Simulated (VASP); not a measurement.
BAs, 2 atoms in the cell. The structure is cubic, space group F-43m (No. 216). The conventional cell has a = 4.777 Å, b = 4.777 Å, c = 4.777 Å, α = 90.00°, β = 90.00°, γ = 90.00°. As (site symmetry -43m) is surrounded by 4 B at 2.07 Å. B (site symmetry -43m) has 4 As at 2.07 Å as nearest neighbours. 

* Program: VASP 6.6.1
* Task: relaxation of cell and atoms
* Functional: r2SCAN-EpsX
* Potentials or basis: VASP PAW PBE potentials, release 64 (As, B)
* Cutoff: 600 eV
* k mesh: 5 × 5 × 5
* Occupations: fermi-dirac, width 0.05 eV
* Spin: no spin polarisation
* Grid for exact exchange (PRECFOCK): Fast
* Exchange at q = 0: default
* Share of exact exchange: 0.1013
* Further INCAR settings: ALGO = Normal; EDIFF = 1e-06; IBRION = 2; EDIFFG = -0.01; NSW = 60; ISIF = 3

Potentials or basis: VASP PAW PBE potentials, release 64 (As, B).

Command:

```bash
$ cat potpaw_PBE.64/As/POTCAR potpaw_PBE.64/B/POTCAR > POTCAR
$ cp INCAR.step1 INCAR
$ cp KPOINTS.step1 KPOINTS
$ mpirun -np 1 vasp_std > vasp.out
$ cp INCAR.step2 INCAR
$ cp KPOINTS.step2 KPOINTS
$ mpirun -np 1 vasp_std > vasp.out
$ cp INCAR.step3 INCAR
$ cp KPOINTS.step3 KPOINTS
$ mpirun -np 1 vasp_std > vasp.out
```

Hardware: 1 thread of AMD EPYC 7R13 Processor (Zen 3), with other jobs on the host.

Question: How long does it take, and how much memory?

Answer: It took 6 min on 1 thread of AMD EPYC 7R13 Processor (Zen 3), on a shared host, peak memory 0.24 GiB. Counts: scf iterations 13, k points 10, ion steps 2.
